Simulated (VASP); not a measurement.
A run of VASP 6.6.1:

The input INCAR:

```
  ALGO = Normal
  EDIFF = 1E-7
  ENCUT = 520
  GGA = PE
  ISIF = 2
  ISMEAR = 0
  LASPH = T
  LCHARG = F
  LREAL = F
  LWAVE = F
  NBANDS = 30
  NELM = 100
  PREC = Accurate
  SIGMA = 0.05
```

File KPOINTS:

```
k-points
0
Gamma
  6 6 6
```

File POSCAR:

```
B
1.0
    2.4493501313      1.4141329576      4.1777591066
   -2.4493501313      1.4141329576      4.1777591066
    0.0000000000     -2.8282659152      4.1777591066
B
12
Direct
    0.0102040169      0.6540950722      0.0102040169
    0.0102040169      0.0102040169      0.6540950722
    0.6540950722      0.0102040169      0.0102040169
    0.9897959831      0.3459049278      0.9897959831
    0.9897959831      0.9897959831      0.3459049278
    0.3459049278      0.9897959831      0.9897959831
    0.2210489877      0.6308549014      0.2210489877
    0.2210489877      0.2210489877      0.6308549014
    0.6308549014      0.2210489877      0.2210489877
    0.7789510123      0.3691450986      0.7789510123
    0.7789510123      0.7789510123      0.3691450986
    0.3691450986      0.7789510123      0.7789510123
```

Potentials or basis: VASP PAW PBE potentials, release 64 (B).

Run with:

```console
$ cat potpaw_PBE.64/B/POTCAR > POTCAR
$ mpirun -np 1 vasp_std > vasp.out
```

Hardware: 1 thread of Intel(R) Xeon(R) Platinum 8375C CPU @ 2.90GHz (Ice Lake), on a shared host.

Problem. Estimate the wall time of this run.

Solution. It took 83 s on 1 thread of Intel(R) Xeon(R) Platinum 8375C CPU @ 2.90GHz (Ice Lake), with other jobs on the host, peak memory 0.24 GiB. Counts: scf iterations 15, k points 32.
